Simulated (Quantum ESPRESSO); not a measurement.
Cd:

```
Cd
1.0
    -1.78432    1.78432    1.78432
     1.78432   -1.78432    1.78432
     1.78432    1.78432   -1.78432
Cd
1
Direct
  0.00000 0.00000 0.00000
```

This isn't the form of Cd at room conditions, which is hcp.

```yaml
Program: Quantum ESPRESSO 7.5
Task: single point
Functional: PBE
Potentials_or_basis: SSSP 1.3 efficiency PBE
Cutoff: 816 eV
Density_cutoff: 6531 eV
k_mesh: 10 × 10 × 10
Occupations: fermi-dirac, width 0.05 eV
Spin: no spin polarisation
```

On this cell: pressure 1.0 GPa; band gap on the k mesh none (metal or under the smearing width).

The same run follows on a disturbed copy (cell strained at random at fixed volume):

```
CELL_PARAMETERS angstrom
-1.81397 1.81561 1.82122
1.80090 -1.81305 1.80560
1.73307 1.73214 -1.81866
ATOMIC_POSITIONS crystal
Cd 0.99699 0.98496 0.01511
```

Task: What does the disturbed cell give?

Result: The energy (extrapolated to zero smearing) moves by -2.7 meV/atom; pressure 1.0 GPa; band gap on the k mesh none (metal or under the smearing width).

Stress tensor (GPa, compression positive):
```
 0.98  0.21 -0.10
 0.21  1.02  0.07
-0.10  0.07  1.11
```

The energy falls, though the first cell shows no forces: that form is unstable against this distortion, unless noise or another electronic state is at work.
